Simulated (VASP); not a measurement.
Runs of VASP 6.6.1 on AlAs. Symmetry: F-43m, No. 216, cubic system. Conventional cell: a = 5.682 Å, b = 5.682 Å, c = 5.682 Å, α = 90.00°, β = 90.00°, γ = 90.00°. Around Al (site symmetry -43m) lie 4 As at 2.46 Å. Around As (site symmetry -43m) lie 4 Al at 2.46 Å. 

```csv
task,level,potentials or basis,spin,cell,k mesh,cutoff (eV),gap on the mesh (eV),pressure (GPa)
relaxation of cell and atoms,PBEsol,"VASP PAW PBE potentials, release 64 (Al, As)",off,relaxed,8 × 8 × 8,600,1.34,0.0
band structure,TB-mBJ,"VASP PAW PBE potentials, release 64 (Al, As)",off,as given,8 × 8 × 8,520,(a),-
band structure,PBEsol,"VASP PAW PBE potentials, release 64 (Al, As)",off,as given,8 × 8 × 8,520,1.34,0.0
band structure,PBEsol,"VASP PAW PBE potentials, release 64 (Al, As)","SOC, no magnetisation",as given,6 × 6 × 6,520,-,0.0
band structure,LDA,"VASP PAW LDA potentials, release 64 (Al, As)",off,as given,8 × 8 × 8,520,1.36,-1.7
```

Alike in all rows: smearing gaussian 0.03 eV.

Question: Fill in the values left out.

Answer: (a) 2.18.

Caveats: the PAW data sets were made with another functional, which shifts forces and pressure a little (some runs); the relaxation stopped at its first step, so nothing moved (some runs).

A k mesh can miss the band edges, and rows without SOC leave out spin-orbit coupling on As.
